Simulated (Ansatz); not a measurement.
# SiC (CsCl type): optical response by level

How does SiC (CsCl type) absorb light if electrons and holes don't interact? The runs, in order: optics with PBE on 8×8×8; optics with r2SCAN on 8×8×8.

Program: Ansatz 0.2.0. Level of theory: plane waves, PAW; no local fields, no excitons. These are calculated values, not measurements.

1 further run of the same task is left out (it didn't finish). Runs told in other sessions of the task aren't counted.

### Step 1. The structure to begin with

It takes space group Pm-3m (No. 221, cubic). The conventional cell has a = 2.620 Å, b = 2.620 Å, c = 2.620 Å, α = 90.00°, β = 90.00°, γ = 90.00°. Si (site symmetry m-3m) is surrounded by 8 C at 2.27 Å. Around C (site symmetry m-3m) lie 8 Si at 2.27 Å.

As a file:

```
Si C
1.0
     2.62012    0.00000    0.00000
     0.00000    2.62012    0.00000
     0.00000    0.00000    2.62012
Si C
1 1
Direct
  0.00000 0.00000 0.00000
  0.50000 0.50000 0.50000
```

Cell and atoms come from an earlier r2SCAN relaxation.

### Step 2. Optics, PBE

File input.yaml:

```yaml
crystal:
  lattice:
    - [2.6201228651, 0.0, 0.0]
    - [0.0, 2.6201228651, 0.0]
    - [0.0, 0.0, 2.6201228651]
  atoms:
    - { symbol: Si, position: [0.0, 0.0, 0.0] }
    - { symbol: C, position: [0.5, 0.5, 0.5] }
kpoints:
  mp_grid: { grid: [8, 8, 8] }
hamiltonian:
  xc: pbe
scf:
  occupations: { method: fermi_dirac, width: 0.02 }
output:
  optics:
    e_range: [0, 12]
    de: 0.05
    sigma: 0.1
    bands: { spectra_wanted_up_to: 12 }
  write_density: true
  write_potential: true
  elf: true
  volumetric_format: npy
```

Command:

```
> ansatz run input.yaml --threads 4 --pin off --max-ram 3686MiB --backend cpu --events-out ev --progress --plain --runs-dir out
```

The log of the run:

```text
Warning: RAYON_NUM_THREADS=4 ignored (pool sized by the plan → 4); use --threads N
Engine: ansatz 0.2.0, aarch64-unknown-linux-gnu
Pseudopotentials: kind: paw
Pseudopotential: Si, paw, valence charge 4, recommended cutoff 420 eV (normal), Si.paw.azcp
Pseudopotential: C, paw, valence charge 4, recommended cutoff 420 eV (normal), C.paw.azcp
Functional definition: PBE
  parameter kappa = 0.804
  parameter beta = 0.06672455060314922
  exchange = pbe_x(kappa = kappa, mu = beta*pi^2/3)
  correlation = pbe_c(beta = beta)
Crystal: 2 atoms, lattice volume = 17.987 Å³
Basis set: ecut = 420 eV, 365 PW (Γ)
Bands: 8, of which v1, the nominal top of the filled ones, is band 4 counted from 1 (3 counted from 0)
Symmetry: 48 space group operations
Space group: Pm-3m (ITA 221), of the structure as read, at distance tolerance 2.6e-5 Å
k-points: 35 of 512
Non-local potential: Si, projectors of the file, l = 0: 2, l = 1: 2, l = 2: 2
Non-local potential: C, projectors of the file, l = 0: 2, l = 1: 2, l = 2: 1
PAW form: soft (Blöchl's): semilocal exchange-correlation on the pseudo side does not see the compensation charge
PAW one-centre angular grid: Si, 110 points (default); XC on 64 Gauss nodes
PAW one-centre angular grid: C, 110 points (default); XC on 64 Gauss nodes
Initial density: superposition of atomic densities (neutral atoms: chi_scale 0, normalization atom), corrected by the library's trained network
Initial wavefunctions: pseudopotential atomic-orbital guess
Functional: x = pbe(κ = 0.804, μ = 0.2195149727645171), c = pbe(β = 0.06672455060314922)
SCF iter   1: F=—  HF=-883.035671 eV  |F-HF|=—  |Δ(HF+E_count)|=         —  Δρ=1.46e-2  dr2=5.00e-2  ethr=1.77e-3  ⟨swp⟩=5.2  Hψ=2084  notcnv=0
preconditioner: auto → none  [insulator: Δε(μ)=0.087 eV  Ē_g=12.591 eV  σ=0.020 eV  W_gap=0.50  n_scr=0 (ndim 8)  ℏωp=24.8 eV  f_vac=0.000  D(μ)=1.16/eV (n_scr^D=18)  ε∞_Penn≈4.9]
SCF iter   2: F=—  HF=-883.025166 eV  |F-HF|=—  |Δ(HF+E_count)|=   1.05e-2  Δρ=7.06e-3  dr2=1.16e-2  ethr=6.25e-4  ⟨swp⟩=1.1  Hψ=564  notcnv=0
SCF iter   3: F=—  HF=-883.021931 eV  |F-HF|=—  |Δ(HF+E_count)|=   3.23e-3  Δρ=6.13e-4  dr2=6.26e-5  ethr=1.46e-4  ⟨swp⟩=2.7  Hψ=491  notcnv=0  defer=4
SCF iter   4: F=—  HF=-883.021930 eV  |F-HF|=—  |Δ(HF+E_count)|=   1.29e-6  Δρ=1.22e-4  dr2=3.33e-6  ethr=7.82e-7  ⟨swp⟩=2.3  Hψ=395  notcnv=0  defer=5
SCF iter   5: F=—  HF=-883.021931 eV  |F-HF|=—  |Δ(HF+E_count)|=   1.29e-6  Δρ=1.02e-5  dr2=2.23e-8  ethr=4.16e-8  ⟨swp⟩=2.0  Hψ=365  notcnv=0  defer=5
SCF iter   6: F=—  HF=-883.021930 eV  |F-HF|=—  |Δ(HF+E_count)|=   9.04e-7  Δρ=1.43e-6  dr2=4.20e-10  ethr=2.79e-10  ⟨swp⟩=2.0  Hψ=383  notcnv=0  defer=5
SCF iter   7: F=-883.021930 eV  HF=-883.021930 eV  |F-HF|=2.84e-12  |Δ(HF+E_count)|=  1.03e-10  Δρ=1.32e-7  dr2=3.70e-12  ethr=1.00e-12  ⟨swp⟩=1.8  Hψ=873  notcnv=0
SCF 1 converged in 7 iterations: F = -883.021930 eV  dr2 = 3.70e-12
NSCF: frozen V_eff on 35 k-points
Optics k sum: 0 of 35 k-points
[...]
output.optics: what the bands over the 13 summed would add to eps1, eps2 and the energy-loss function is held between a lower and an upper bound (6 Lanczos steps). eps1, eps2 and their loss function (loss_summed_bands) are given on every row as the summed bands alone make them. Along an axis, on a row where the two bounds hold the loss function to about 1 % of the greater of itself and 0.5 % of |1/eps|, its cell (loss_completed) is given, with the completed eps1 and eps2 that it is formed of (a cell that is left empty reads nan in the table and null in the record). The two bounds hold it so along every axis on all 240 rows up to 12.000 eV. The run works to bound the rows up to 12.000 eV and no higher ones: a peak of the loss function over that energy may be left empty with no warning. To have the run work for it, set output.optics.bands.spectra_wanted_up_to to a higher energy. perfect_screening_sum, loss_f_sum_n_eff and, beside carriers, perfect_screening_limit are those of loss_summed_bands: over the bounded function the two sums would run over rows that are not all bounded, and lack what the bands left out lay past the top of the energy grid. Bounded is said of the bands left out alone, which are those that the basis at basis.ecutwfc holds: it says nothing of that cutoff, of the k-point mesh, of what the sum inside its cells errs by (eps2_relative_error), of the factors of all_electron_strengths, nor of how far the SCF is converged. The bands left out are taken at the k-points, and what their mean over the points' cells stands off that by is in neither bound: the run's estimate of it, which the test of a row counts in, is 0.07 % of |eps| at the most among the values given; where the mean stood off by over 0.5 % the points' spread read 0.1 to 3 times that
SCF converged after 7 iterations
Free energy (F): -883.021930 eV
Harris-Foulkes:  -883.021930 eV  (|F-HF|=2.84e-12)
Internal energy: -883.021111 eV  (E = F + TS)
E sigma→0 (E₀):  -883.021521 eV
Entropy (-TS):   -0.000819 eV (-0.410 meV/atom)
Fermi energy:    13.147914 eV
--- Per-component energies (eV) ---
  E_band       = 50.751745
  E_kinetic    = 129.347029
  E_local      = -43.553966  (includes V_loc(G=0)·N_el)
  E_nonlocal   = 51.895494
  E_hartree    = 14.351773
  E_xc         = -104.735270
  E_vxc        = -108.419078  (∫ρ·V_xc dr)
  E_paw        = -610.318770  (= ΣΔE_a)
  E_vpaw       = -7.221279  (= ΣTr[D̂ρ^β])
  E_aug_tail   = 0.000012  (compensation charges beyond the density's cutoff)
  E_ewald      = -320.007415
  E_smearing   = -0.000819  (= −TS)
  E_closure    = -0.000000  (closes the sum)
  Σ components = -883.021930   (vs F -883.021930, Δ=0.00e0)
--- Band table (eV; the first three rows and the last of 35) ---
  k-point 0: bands = ["-4.6770", "11.9727", "11.9727", "11.9727", "14.9023", "18.0310", "18.0310", "26.1830"]
  k-point 1: bands = ["-4.3712", "9.6001", "12.1919", "12.1919", "15.6354", "18.3367", "19.8765", "25.4059"]
  k-point 2: bands = ["-3.4613", "6.1628", "12.7992", "12.7992", "16.4534", "19.2255", "21.5387", "23.5443"]
  k-point 34: bands = ["6.1187", "8.5929", "8.5929", "8.5929", "11.5331", "11.5331", "11.5331", "14.0608"]
```

Wall time 4 s (4 threads of Arm Neoverse V1, shared host); peak memory 0.54 GiB.

optics.tsv begins:

```
# eps2_relative_error = 0.0044
# drude_weight_relative_error = 0.0500
# drude_damping_ev = 0e0
# drude_plasma_energy_squared_ev2(xx yy zz xy xz yz) = 221.781674 221.781674 221.781674 0.000000 0.000000 0.000000
# drude_plasma_energy_ev(xx yy zz) = 14.892336 14.892336 14.892336
# f_sum_n_eff(xx yy zz) = 6.590945 6.590945 6.590945 of n_electrons = 8.000000
# n_bands = 13
# n_bands_set_by = photon_energy
# valid_up_to_ev = 18.903495
```

The dielectric function from optics.tsv (isotropic), one row in 6 (narrow peaks fall between the rows):

```tsv
E (eV)	ε₂ xx	ε₁ xx
0.05	82.71	-88360.00
0.35	229.19	-1894.20
0.65	26.38	-574.74
0.95	7.75	-263.62
1.25	3.33	-147.88
1.55	1.76	-92.22
1.85	1.05	-60.90
2.15	0.70	-40.98
2.45	0.89	-25.63
2.75	4.82	-19.30
3.05	2.61	-9.45
3.35	11.29	2.74
3.65	21.83	-1.58
3.95	23.30	-8.08
4.25	22.03	-13.02
4.55	16.79	-16.91
4.85	11.42	-15.56
5.15	8.75	-13.45
5.45	7.17	-11.33
5.75	6.54	-9.68
6.05	6.27	-7.71
6.35	7.36	-7.55
6.65	7.53	-8.80
6.95	5.92	-9.23
7.25	4.39	-8.62
7.55	3.72	-7.80
7.85	3.14	-7.33
8.15	2.58	-6.77
8.45	2.14	-6.20
8.75	1.81	-5.69
9.05	1.46	-5.24
9.35	1.18	-4.68
9.65	1.04	-4.18
9.95	0.99	-3.74
10.25	1.00	-3.41
10.55	0.96	-3.17
10.85	0.92	-2.88
11.15	0.93	-2.79
11.45	0.81	-2.62
11.75	0.72	-2.43
```

Tallest peaks of ε₂: 330.5 at 0.25 eV.

### Step 3. Optics, r2SCAN

input.yaml, as its differences from that of step 2:

```diff
@@ -11,3 +11,3 @@
 hamiltonian:
-  xc: pbe
+  xc: r2scan
 scf:
@@ -20,5 +20 @@
     bands: { spectra_wanted_up_to: 12 }
-  write_density: true
-  write_potential: true
-  elf: true
-  volumetric_format: npy
```

Command:

```
> ansatz run input.yaml --threads 4 --pin off --max-ram 3686MiB --backend cpu --events-out ev --progress --plain --runs-dir out
```

The log of the run:

```text
Warning: RAYON_NUM_THREADS=4 ignored (pool sized by the plan → 4); use --threads N
[... 2 set-up lines as earlier in the session ...]
Pseudopotential: Si, paw, valence charge 4, recommended cutoff 500 eV (meta_gga), Si.paw.azcp
Pseudopotential: C, paw, valence charge 4, recommended cutoff 500 eV (meta_gga), C.paw.azcp
Functional definition: r2SCAN
  parameter k0 = 0.174
  parameter k1 = 0.065
  parameter a1 = 4.9479
  exchange = r2scan_x(k0 = k0, k1 = k1, a1 = a1)
  correlation = r2scan_c
Crystal: 2 atoms, lattice volume = 17.987 Å³
Basis set: ecut = 500 eV, 461 PW (Γ), exchange–correlation on 80×80×80 points (64 copies of the dense FFT grid, shifted against one another)
Bands: 8, of which v1, the nominal top of the filled ones, is band 4 counted from 1 (3 counted from 0)
[... 2 set-up lines as earlier in the session ...]
k-points: 35 of 512
[... 3 set-up lines as earlier in the session ...]
PAW frozen core: Si, regenerated for the run's functional (the file was generated under x = pbe(κ = 0.804, μ = 0.2195149727645171), c = pbe(β = 0.06672455060314922))
PAW frozen core: C, regenerated for the run's functional (the file was generated under x = pbe(κ = 0.804, μ = 0.2195149727645171), c = pbe(β = 0.06672455060314922))
PAW one-centre angular grid: Si, 302 points (default); XC on 160 Gauss nodes
PAW one-centre angular grid: C, 302 points (default); XC on 239 of its mesh's 2573 points in the sphere
[... 2 set-up lines as earlier in the session ...]
Functional: x = r2scan, c = r2scan; τ floored in thin density (d = 2e-4 eV/Å³)
SCF iter   1: F=—  HF=-886.629071 eV  |F-HF|=—  |Δ(HF+E_count)|=         —  Δρ=1.56e-2  dr2=4.08e-2  dr2_τ=4.00e-2  ethr=1.77e-3  ⟨swp⟩=5.8  Hψ=2137  notcnv=0
preconditioner: auto → none  [insulator: Δε(μ)=0.167 eV  Ē_g=13.507 eV  σ=0.020 eV  W_gap=0.57  n_scr=0 (ndim 8)  ℏωp=24.8 eV  f_vac=0.000  D(μ)=1.21/eV (n_scr^D=18)  ε∞_Penn≈4.4]
SCF iter   2: F=—  HF=-886.667441 eV  |F-HF|=—  |Δ(HF+E_count)|=   3.84e-2  Δρ=5.92e-3  dr2=7.90e-3  dr2_τ=1.83e-3  ethr=5.10e-4  ⟨swp⟩=3.0  Hψ=833  notcnv=0  defer=7
SCF iter   3: F=—  HF=-886.666168 eV  |F-HF|=—  |Δ(HF+E_count)|=   1.27e-3  Δρ=3.00e-3  dr2=8.63e-4  dr2_τ=2.53e-5  ethr=9.87e-5  ⟨swp⟩=2.7  Hψ=488  notcnv=0  defer=7
SCF iter   4: F=—  HF=-886.666386 eV  |F-HF|=—  |Δ(HF+E_count)|=   2.18e-4  Δρ=3.33e-4  dr2=1.46e-5  dr2_τ=2.44e-6  ethr=1.08e-5  ⟨swp⟩=2.6  Hψ=535  notcnv=0  defer=7
SCF iter   5: F=—  HF=-886.666393 eV  |F-HF|=—  |Δ(HF+E_count)|=   6.99e-6  Δρ=6.27e-5  dr2=2.91e-7  dr2_τ=1.30e-8  ethr=1.82e-7  ⟨swp⟩=2.3  Hψ=409  notcnv=0  defer=7
SCF iter   6: F=—  HF=-886.666394 eV  |F-HF|=—  |Δ(HF+E_count)|=   1.24e-6  Δρ=9.95e-6  dr2=7.40e-9  dr2_τ=1.11e-9  ethr=3.64e-9  ⟨swp⟩=2.7  Hψ=413  notcnv=0  defer=7
SCF iter   7: F=—  HF=-886.666394 eV  |F-HF|=—  |Δ(HF+E_count)|=   1.07e-8  Δρ=8.07e-7  dr2=4.05e-11  dr2_τ=4.57e-12  ethr=9.25e-11  ⟨swp⟩=2.0  Hψ=412  notcnv=0  defer=7
SCF iter   8: F=-886.666394 eV  HF=-886.666394 eV  |F-HF|=7.50e-12  |Δ(HF+E_count)|=  1.68e-10  Δρ=2.45e-7  dr2=6.82e-12  dr2_τ=6.10e-13  ethr=1.00e-12  ⟨swp⟩=3.6  Hψ=712  notcnv=0
SCF 1 converged in 8 iterations: F = -886.666394 eV  dr2 = 6.82e-12
NSCF: frozen V_eff on 35 k-points
Optics k sum: 0 of 35 k-points
[...]
output.optics: what the bands over the 13 summed would add to eps1, eps2 and the energy-loss function is held between a lower and an upper bound (6 Lanczos steps). eps1, eps2 and their loss function (loss_summed_bands) are given on every row as the summed bands alone make them. Along an axis, on a row where the two bounds hold the loss function to about 1 % of the greater of itself and 0.5 % of |1/eps|, its cell (loss_completed) is given, with the completed eps1 and eps2 that it is formed of (a cell that is left empty reads nan in the table and null in the record). The two bounds hold it so along every axis on all 240 rows up to 12.000 eV. The run works to bound the rows up to 12.000 eV and no higher ones: a peak of the loss function over that energy may be left empty with no warning. To have the run work for it, set output.optics.bands.spectra_wanted_up_to to a higher energy. perfect_screening_sum, loss_f_sum_n_eff and, beside carriers, perfect_screening_limit are those of loss_summed_bands: over the bounded function the two sums would run over rows that are not all bounded, and lack what the bands left out lay past the top of the energy grid. Bounded is said of the bands left out alone, which are those that the basis at basis.ecutwfc holds: it says nothing of that cutoff, of the k-point mesh, of what the sum inside its cells errs by (eps2_relative_error), of the factors of all_electron_strengths, nor of how far the SCF is converged. The bands left out are taken at the k-points, and what their mean over the points' cells stands off that by is in neither bound: the run's estimate of it, which the test of a row counts in, is 0.05 % of |eps| at the most among the values given; where the mean stood off by over 0.5 % the points' spread read 0.1 to 3 times that
SCF converged after 8 iterations
Free energy (F): -886.666394 eV
Harris-Foulkes:  -886.666394 eV  (|F-HF|=7.50e-12)
Internal energy: -886.665083 eV  (E = F + TS)
E sigma→0 (E₀):  -886.665739 eV
Entropy (-TS):   -0.001311 eV (-0.655 meV/atom)
Fermi energy:    13.164336 eV
--- Per-component energies (eV) ---
  E_band       = 47.534582
  E_kinetic    = 129.059293
  E_local      = -41.821372  (includes V_loc(G=0)·N_el)
  E_nonlocal   = 50.153091
  E_hartree    = 14.379804
  E_xc         = -99.731491
  E_vxc        = -117.617041  (∫ρ·V_xc dr)
  E_paw        = -618.595794  (= ΣΔE_a)
  E_vpaw       = -7.096933  (= ΣTr[D̂ρ^β])
  E_aug_tail   = 0.000006  (compensation charges beyond the density's cutoff)
  E_vtau       = 6.097941  (kinetic-family band-sum trace: ∫τ·v_τ [+ j·A + Jᵃ·Aᵃ] dr)
  E_ewald      = -320.007415
  E_core_change = -0.101207  (= ΣΔE_core)
  E_smearing   = -0.001311  (= −TS)
  E_closure    = -0.000000  (closes the sum)
  Σ components = -886.666394   (vs F -886.666394, Δ=0.00e0)
--- Band table (eV; the first three rows and the last of 35) ---
  k-point 0: bands = ["-5.7530", "11.9163", "11.9163", "11.9163", "15.1434", "18.2853", "18.2853", "27.2488"]
  k-point 1: bands = ["-5.4306", "9.4029", "12.1488", "12.1488", "15.9078", "18.6068", "20.2764", "26.3810"]
  k-point 2: bands = ["-4.4721", "5.7612", "12.7934", "12.7934", "16.7588", "19.5407", "22.1874", "24.3358"]
  k-point 34: bands = ["5.4743", "8.3584", "8.3584", "8.3584", "11.4211", "11.4211", "11.4211", "14.6258"]
```

Run time: 5.5 s. Hardware: 4 threads of Arm Neoverse V1, shared host; peak memory 0.57 GiB.

optics.tsv begins:

```
# eps2_relative_error = 0.0046
# drude_weight_relative_error = 0.0500
# drude_damping_ev = 0e0
# drude_plasma_energy_squared_ev2(xx yy zz xy xz yz) = 232.112735 232.112735 232.112735 0.000000 0.000000 0.000000
# drude_plasma_energy_ev(xx yy zz) = 15.235246 15.235246 15.235246
# f_sum_n_eff(xx yy zz) = 6.989969 6.989969 6.989969 of n_electrons = 8.000000
# n_bands = 13
# n_bands_set_by = photon_energy
# valid_up_to_ev = 20.087394
```

The dielectric function from optics.tsv (isotropic), one row in 15 (narrow peaks fall between the rows):

```csv
E (eV),ε₂ xx,ε₁ xx
0.05,120.78,-92509.00
0.80,14.97,-391.96
1.55,1.96,-97.39
2.30,0.67,-37.61
3.05,0.92,-10.88
3.80,15.78,2.90
4.55,21.19,-9.87
5.30,10.65,-13.44
6.05,6.78,-9.29
6.80,7.79,-7.47
7.55,4.69,-8.56
8.30,3.11,-6.91
9.05,1.99,-5.69
9.80,1.24,-4.61
10.55,0.93,-3.51
11.30,0.90,-2.86
```

Tallest peaks of ε₂: 205.6 at 0.15 eV, 217.0 at 0.30 eV. The bands are partly filled, so the low end hangs on the mesh and the damping.

### Step 4. Comparison

```tsv
level	mesh	tallest peak of ε₂	time
PBE	8×8×8	330.5 at 0.25 eV	4 s
r2SCAN	8×8×8	217.0 at 0.30 eV	5.5 s
```

### Step 5. Results

| quantity | value |
| --- | --- |
| tallest peak of ε₂, PBE | 330.5 at 0.25 eV |
| tallest peak of ε₂, r2SCAN | 217.0 at 0.30 eV |

**Reading.** The bands overlap (by 3.9 to 4.0 eV on the mesh), so no ε∞ is quoted there; free carriers add a Drude term, which without damping shows in ε₁ alone. For such bands the peaks and the Drude weight on a 8×8×8 mesh aren't converged.
